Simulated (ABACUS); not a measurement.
MgO:

```
Mg O
1.0
     0.00000    2.09700    2.09700
     2.09700    0.00000    2.09700
     2.09700    2.09700    0.00000
Mg O
1 1
Direct
  0.00000 0.00000 0.00000
  0.50000 0.50000 0.50000
```

The cell is a database's computed one.

| Property | Result |
| --- | --- |
| Program | ABACUS 3.10.1 |
| Task | relaxation of cell and atoms |
| Functional | TASK |
| Potentials or basis | SG15 ONCV 1.2 PBE |
| Cutoff | 1320 eV |
| Density cutoff | 5279 eV |
| Basis | plane waves |
| k mesh | 7 × 7 × 7 |
| Occupations | fermi-dirac, width 0.05 eV |
| Spin | no spin polarisation |

At the start: pressure 10.8 GPa; volume 9.22 Å³/atom.

Problem. How do energy, volume and symmetry change on relaxing?

Solution. Over 6 steps the energy falls by 34.5 meV/atom and the volume is 9.45 Å³/atom (+2.5 %); space group Fm-3m (No. 225, to 0.05 Å).

The path:
| step | energy change (eV) | largest force (eV/Å) | pressure (GPa) | volume (Å³) |
| --- | --- | --- | --- | --- |
| 1 | 0.0000 | 0.0000 | 10.76 | 18.44 |
| 2 | -0.1885 | 0.0000 | -24.78 | 20.21 |
| 3 | -0.0727 | 0.0000 | -0.58 | 18.93 |
| 4 | -0.0725 | 0.0000 | -0.61 | 18.93 |
| 5 | -0.0609 | 0.0000 | 1.32 | 18.85 |
| 6 | -0.0689 | 0.0000 | 0.00 | 18.91 |

Final structure:
```
Mg O
1.0
     0.00000    2.11440    2.11440
     2.11440    0.00000    2.11440
     2.11440    2.11440    0.00000
Mg O
1 1
Direct
  0.00000 0.00000 0.00000
  0.50000 0.50000 0.50000
```

Caveat: the potentials were made for another functional, which shifts forces and pressure.
